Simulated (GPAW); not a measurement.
ZrO2: single point with PBE

ZrO2:

```xyz
3
Lattice="0.0000 2.5451 2.5451 2.5451 0.0000 2.5451 2.5451 2.5451 0.0000" Properties=species:S:1:pos:R:3 pbc="T T T"
Zr    0.0000    0.0000    0.0000
O     3.8176    3.8176    3.8176
O     1.2725    1.2725    1.2725
```

Measurements of this composition are mostly on another form, of space group No. 14.

| Quantity | Value |
| --- | --- |
| Program | GPAW 26.7.0 |
| Task | single point |
| Functional | PBE |
| Potentials or basis | GPAW PAW data sets (gpaw-data 1.2.1) |
| Cutoff | 800 eV |
| Basis | pw |
| k mesh | 9 × 9 × 9 |
| Occupations | gaussian, width 0.019 eV |
| Spin | no spin polarisation |

```
Pressure               : 1.7 GPa
Band gap on the k mesh : 3.41 eV, indirect (least direct gap 3.89 eV)
```

Levels at points of the mesh, in eV from the valence-band top:
```
           k point  band 10  band 11  band 12  band 13  band 14  band 15
(0.00, 0.00, 0.00)    -0.48    -0.48    -0.48     3.41     3.41     6.64
```

Run time: 12 s on 1 thread of AMD EPYC 9R45 96-Core Processor (Zen 5), on a shared host, peak memory 0.18 GiB.

Caveat: an odd mesh through Γ misses points on the zone boundary, where band edges often lie.
